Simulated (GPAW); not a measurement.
**MoP in GPAW: convergence with k mesh**

The system is MoP.

```xyz
2
Lattice="3.2230 0.0000 0.0000 -1.6115 2.7912 0.0000 0.0000 0.0000 3.1910" Properties=species:S:1:pos:R:3 pbc="T T T"
Mo    0.0000    0.0000    0.0000
P     0.0000    1.8608    1.5955
```

```yaml
Program: GPAW 26.7.0
Task: convergence study
Functional: RPBE
Potentials_or_basis: the program's PAW data sets (release 1.2.1) made for this functional
Cutoff: 600 eV
Basis: pw
k_mesh: 2 × 2 × 2
Occupations: fermi-dirac, width 0.05 eV
Spin: no spin polarisation
```

These are the settings of the first run; the series varies k mesh, with any setting tied to it.

Hardware: 1 thread of Arm Neoverse V1, with other jobs on the host.

```
      k mesh  energy less the tightest run, at zero smearing (meV/atom)  pressure (GPa)  SCF cycles  CPU time (s)  peak memory (GiB)
   2 × 2 × 2                                                     502.66           16.77          10           3.4               0.13
   3 × 3 × 3                                                     217.42           11.32          10           4.1               0.13
   4 × 4 × 4                                                      -9.57            6.08          10           5.9               0.14
   5 × 5 × 4                                                      -3.10            6.57          10             7               0.14
   6 × 6 × 5                                                       0.29            6.46          10           8.9               0.14
   7 × 7 × 6                                                      -5.60            6.20          10            12               0.14
   9 × 9 × 8                                                       0.59            6.31          10            21               0.16
 10 × 10 × 9                                                      -3.49            6.18          10            25               0.16
13 × 13 × 11                                                       0.00            6.27          10            42               0.19
```

Against the tightest run, the pressure stays within 0.1 GPa from 7 × 7 × 6 on. Not settled before the last step: the energy (to 1 meV/atom). Meshes of other sizes hit other points, so gaps and Fermi surfaces needn't settle smoothly. The tightest run that finished is the yardstick and may itself not be fully converged.
